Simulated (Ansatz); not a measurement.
## AlFe: strain energy, fitted

AlFe, Pm-3m, a = 2.874 Å. The structure is a COD entry; whether it is the stable form wasn't checked. Ansatz: PBE, PAW, 420 eV, Γ-centred 18×18×18 mesh on 2 atoms, Gaussian smearing 0.10 eV; collinear spin, largest moment 0.7 μB. Series: biaxial strain in the a-b plane, c and atoms relaxed; x is the strain in per cent. y is the free energy over the unstrained cell, V0 = 11.874 Å³/atom.

```tsv
x (%)	y (meV/atom)
-3.0	?
-2.0	7.51
-1.0	1.86
0.0	0.00
1.0	1.66
2.0	6.51
3.0	14.18
```

Q: Fit y = c2 x² + c3 x³ to the other rows, turn c2 into a modulus, and predict the missing energy.

A: Least squares on the rows shown. y = 1.7561 x² − 0.060614 x³. In eV per unit strain² c2 is 17.56; M is the biaxial modulus (E = M V0 ε²): 17.56 × 160.2 / (11.874) = 237 GPa. At x = -3.0 the fit asked for gives 17.44 meV/atom. The run gave 17.16 meV/atom, so the fit is 0.28 meV/atom too high, 1.6 % of the span of the series, against an rms of 0.03 meV/atom on the fitted rows. The row lies outside the fitted range. With a term in x⁴ added, a fit to the same known rows predicts 17.57 meV/atom, further off still.

Only parallel moments were tried here.